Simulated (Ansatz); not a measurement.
# Al: pressure up to the limit of the methods

One table from this session's results is given with a row withheld; the runs are named, their logs left out.

Computed with Ansatz 0.2.0 (DFT PBE, with the methods named in each step, unless a step's input says otherwise).

## The system as given

Symmetry: P6/mmm, No. 191, hexagonal system. The conventional cell has a = 4.583 Å, b = 4.583 Å, c = 2.838 Å, α = 90.00°, β = 90.00°, γ = 120.00°. Around Al (site symmetry 6/mmm) lie 14 Al at 2.84 to 3.00 Å. Al (site symmetry -6m2) has 11 Al at 2.65 to 3.00 Å as nearest neighbours.

Structure file:

```
Al
1.0
     4.58319    0.00000    0.00000
    -2.29160    3.96916    0.00000
     0.00000    0.00000    2.83754
Al
3
Direct
  0.00000 0.00000 0.00000
  0.33333 0.66667 0.50000
  0.66667 0.33333 0.50000
```

Whether this phase is the stable one at these pressures isn't tested.

Atoms are numbered in the order of the input: Al1, Al2, Al3.

The first run:

input.yaml reads:

```yaml
crystal:
  lattice:
    - [4.5831925628, 0.0, 0.0]
    - [-2.2915962814, 3.9691611899, 0.0]
    - [0.0, 0.0, 2.8375362824]
  atoms:
    - { symbol: Al, position: [0.0, 0.0, 0.0] }
    - { symbol: Al, position: [0.3333333333, 0.6666666667, 0.5] }
    - { symbol: Al, position: [0.6666666667, 0.3333333333, 0.5] }
kpoints:
  mp_grid: { grid: [8, 8, 11] }
  band_path:
    path:
      - [0.0, 0.0, 0.0]
      - [0.5, 0.0, 0.0]
      - [0.3333333333, 0.3333333333, 0.0]
      - [0.0, 0.0, 0.0]
      - [0.0, 0.0, 0.5]
      - [0.5, 0.0, 0.5]
      - [0.3333333333, 0.3333333333, 0.5]
      - [0.0, 0.0, 0.5]
      - [0.5, 0.0, 0.5]
    npoints: 14
scf:
  occupations: { method: fermi_dirac, width: 0.08 }
hamiltonian:
  xc: pbe
  pseudopotentials: { kind: all_electron, lapw: { basis_error: 0.001 } }
output:
  forces: true
  stress: true
  eigenvalues: true
  populations: true
  dos: { projected: true, de: 0.2, e_range: [-14, 8] }
```

On the command line:

```sh
$ ansatz run input.yaml --threads 1 --pin off --max-ram 3072MiB --backend cpu --events-out ev --progress --plain --runs-dir out
```

Among the steps run: The reference volume, LAPW; Volume scaled by 1, crystal datasets; Volume scaled by 1, norm-conserving; Volume scaled by 0.85, LAPW; Volume scaled by 0.65, LAPW; Volume scaled by 0.55, LAPW; Volume scaled by 0.55, crystal datasets; Volume scaled by 0.4, LAPW; Volume scaled by 0.4, crystal datasets; Volume scaled by 0.4, norm-conserving.

One of the session's tables, all rows but one given; the rest of the session is left out.

| method | volume over the first | volume (Å³/atom) | pressure (GPa) |
| --- | --- | --- | --- |
| LAPW | 1 | 17.206 | 0.00 |
| LAPW | 0.85 | ? | ? |
| LAPW | 0.65 | 11.184 | 72.39 |
| LAPW | 0.55 | 9.463 | 140.55 |
| LAPW | 0.4 | 6.883 | 400.95 |
| PAW | 1 | 17.206 | 0.00 |
| PAW | 0.85 | 14.625 | 15.61 |
| PAW | 0.65 | 11.184 | 72.69 |
| PAW | 0.55 | 9.463 | 141.15 |
| PAW | 0.4 | 6.883 | 401.29 |
| PAW (level accurate) | 0.4 | 6.883 | 401.13 |
| crystal datasets | 1 | 17.206 | 0.00 |
| crystal datasets | 0.55 | 9.463 | 140.55 |
| crystal datasets | 0.4 | 6.883 | 400.95 |
| norm-conserving | 1 | 17.206 | 0.02 |
| norm-conserving | 0.4 | 6.883 | 395.49 |

Q: Estimate the row for LAPW, 0.85 from the others.

As computed: volume (Å³/atom): 14.625; pressure (GPa): 15.57.

Caveats from the session: Rows by PAW come from runs of the same series that aren't printed here. A fit over so wide a range leans to the high pressures, so B₀ can be off by several per cent. Warnings in the runs' records: crystal datasets made.
